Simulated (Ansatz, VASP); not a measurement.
**HfN: VASP beside Ansatz**

```
Hf N
1.0
     0.00000    2.55301    2.45482
     2.55301    0.00000    2.45482
     2.55301    2.55301    0.00000
Hf N
1 1
Direct
  0.00000 0.00000 0.00000
  0.75000 0.75000 0.75000
```

Change from the starting cell: strain +0.040 along x and y, +0.000 along z, atoms carried along.

Alike in both runs: task single point; functional PBEsol; k mesh 16 × 16 × 16; occupations gaussian, width 0.15 eV; no spin polarisation.

|  | VASP | Ansatz |
| --- | --- | --- |
| version | VASP 6.6.1 | Ansatz 0.2.0 |
| potentials or method | VASP PAW PBE potentials, release 64 (Hf_pv, N) | scalar-relativistic, plane waves, PAW |
| plane-wave cutoff (eV) | 520 | 420 |
| valence electrons in the cell | 15 | 31 |

```csv
,VASP,Ansatz,Ansatz less VASP
gap on the k mesh at the Fermi level (eV),none,none,-
pressure (GPa),-18.2,-17.2,+0.98
largest component of the traceless stress (GPa),3.72,3.71,-0.016
```

A gap of «none» marks a metal or a gap that the smearing closes. The functional is the same, so the differences come from potentials, cutoffs and numerics. The two sets of potentials don't hold the same shells in valence.

Caveats: so large a pressure means that the cell lies far from this level's equilibrium, or that cutoff or potentials fall short (VASP); the potentials were made for another functional, which shifts forces and pressure (VASP). Spin-orbit coupling is left out, which matters for the levels of Hf.
